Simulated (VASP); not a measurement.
A run of VASP 6.6.1 is set up as follows.

The input INCAR:

```
SYSTEM = Mg
  ALGO = Fast
  EDIFF = 1E-7
  EDIFFG = -0.01
  ENCUT = 600
  GGA = CA
  IBRION = 2
  ISIF = 4
  ISMEAR = 1
  LASPH = .TRUE.
  LCHARG = .FALSE.
  LREAL = .FALSE.
  LWAVE = .FALSE.
  NELM = 80
  NSW = 40
  PREC = Accurate
  SIGMA = 0.1
```

KPOINTS

```
k-points
0
G
  15 15 7
  0 0 0
```

POSCAR

```
Mg                                      
1.0
    3.1660730972      0.0000000000      0.0000000000
   -1.5830365487      2.7418997325      0.0000000000
    0.0000000000      0.0000000000      5.0415745571
  Mg            
     2
Direct
     0.3333333332999970    0.6666666667000030    0.2500000000000000
     0.6666666667000030    0.3333333332999970    0.7500000000000000
```

Potentials or basis: VASP PAW LDA potentials, release 64 (Mg).

Command:

```bash
$ cat potpaw_LDA.64/Mg/POTCAR > POTCAR
$ mpirun -np 1 vasp_std > vasp.out
```

Problem. What does it give for the band gap on the k mesh?

Solution. None (metal or under the smearing width).

Final structure:
```
Mg
1.0
     3.16607    0.00000    0.00000
    -1.58304    2.74190    0.00000
     0.00000    0.00000    5.04157
Mg
2
Direct
  0.33333 0.66667 0.25000
  0.66667 0.33333 0.75000
```

Caveat: the relaxation stopped at its first step, so nothing moved.
